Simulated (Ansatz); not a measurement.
# Pd under changes of volume

One of the cells (14.750 Å³/atom); the others are scaled copies at fixed shape and fractional positions:

```
Pd
1.0
     0.00000    1.94650    1.94650
     1.94650    0.00000    1.94650
     1.94650    1.94650    0.00000
Pd
1
Direct
  0.00000 0.00000 0.00000
```

```yaml
Program: Ansatz 0.2.0
Functional: BLYP
Dispersion: D4
Potentials_or_basis: Ansatz PAW
Cutoff: "420 eV (not typed: the program's choice for these potentials)"
k_mesh: 12 × 12 × 12
Occupations: fermi-dirac, width 0.05 eV
Spin: no spin polarisation
```

| volume (Å³/atom) | energy over the lowest point (meV/atom) | pressure (GPa) |
| --- | --- | --- |
| 13.865 | 96.23 | 23.0 |
| 14.160 | 59.38 | 17.3 |
| 14.455 | 32.41 | 12.3 |
| 14.750 | 14.19 | 7.9 |
| 15.045 | ? | ? |
| 15.340 | 0.00 | 0.5 |
| 15.635 | 2.32 | -2.6 |

Task: What does the run at 15.045 Å³/atom give?

Result: Energy over the lowest point 3.68 meV/atom; pressure 3.9 GPa.

Worked out: A Birch-Murnaghan fit of order 3 (a polynomial in V^(-2/3)) to the other rows has its minimum at 15.37 Å³/atom with B0 = V·E''(V) = 168 GPa and B' = 5.5. It gives 3.69 meV/atom at 15.045 Å³/atom, against the run's 3.68, and -dE/dV = 3.8 GPa, against 3.9.

Energies are extrapolated to zero smearing.

Caveats: pairwise dispersion overbinds metals, which lowers pressure and volume; the PAW data sets come from PBE, with cores solved anew for the run's functional, which leaves a small shift of forces and pressure.
